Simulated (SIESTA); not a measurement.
The system is HfO2.

```
Hf O
1.0
     5.11800    0.00000    0.00000
     0.00000    5.18570    0.00000
    -0.85866    0.00000    5.21387
Hf O
4 8
Direct
  0.27550 0.46030 0.70800
  0.72450 0.96030 0.79200
  0.72450 0.53970 0.29200
  0.27550 0.03970 0.20800
  0.07420 0.16840 0.84670
  0.92580 0.66840 0.65330
  0.92580 0.83160 0.15330
  0.07420 0.33160 0.34670
  0.44870 0.74190 0.98010
  0.55130 0.24190 0.51990
  0.55130 0.25810 0.01990
  0.44870 0.75810 0.48010
```

```yaml
Program: SIESTA 5.4.2
Task: single point
Functional: PBE
Potentials_or_basis: PseudoDojo 0.4 standard (PBE files)
Basis: DZP (energy shift 0.003 Ry; two zetas on semicore shells)
Grid_cutoff: 800 Ry
Energy_shift: 0.003 Ry
k_mesh: 5 × 5 × 5
Occupations: fermi-dirac, width 0.05 eV
Spin: no spin polarisation
```

On this cell: pressure 8.7 GPa; largest force 0.517 eV/Å; band gap on the k mesh 4.00 eV, indirect (least direct gap 4.07 eV).

The same run follows on a disturbed copy (atoms moved at random, drawn with an rms of 0.05 Å):

```
Hf O
1.0
     5.11800    0.00000    0.00000
     0.00000    5.18570    0.00000
    -0.85866    0.00000    5.21387
Hf O
4 8
Direct
  0.27940 0.46677 0.70653
  0.73145 0.96633 0.79314
  0.72699 0.55204 0.29511
  0.28744 0.03494 0.20426
  0.06599 0.17392 0.84318
  0.93025 0.66801 0.65019
  0.93176 0.84517 0.15697
  0.06237 0.32876 0.34450
  0.45514 0.74250 0.98180
  0.55185 0.23813 0.51922
  0.54282 0.25417 0.01122
  0.44212 0.77275 0.48353
```

Task: What changes?

Result: The energy moves by +18.5 meV/atom; pressure 8.9 GPa; largest force 1.803 eV/Å; band gap on the k mesh 3.74 eV, indirect (least direct gap 3.82 eV).

Forces on the atoms (eV/Å):
```
Hf  -0.077 -1.165 -0.291
Hf  -0.355  0.207 -0.245
Hf   0.185 -1.232 -0.432
Hf  -0.864  1.556  0.288
O    0.320  0.174 -0.138
O   -0.209  0.336  0.482
O   -0.191 -0.542  0.151
O    0.410  0.206 -0.145
O   -0.279 -0.067  0.071
O    0.044  1.050 -0.408
O    0.629  0.712  0.465
O    0.383 -1.235  0.202
```

Stress tensor (GPa, compression positive):
```
 8.80  1.05  0.64
 1.05  8.63 -1.12
 0.64 -1.12  9.40
```

Caveats: short orbitals over semicore shells can move pressures by several GPa; spin-orbit coupling is left out, which moves the levels of the heavy elements; an odd mesh through Γ misses points on the zone boundary, where band edges often lie; the basis of atomic orbitals isn't converged, which shifts pressures, moduli and gaps.
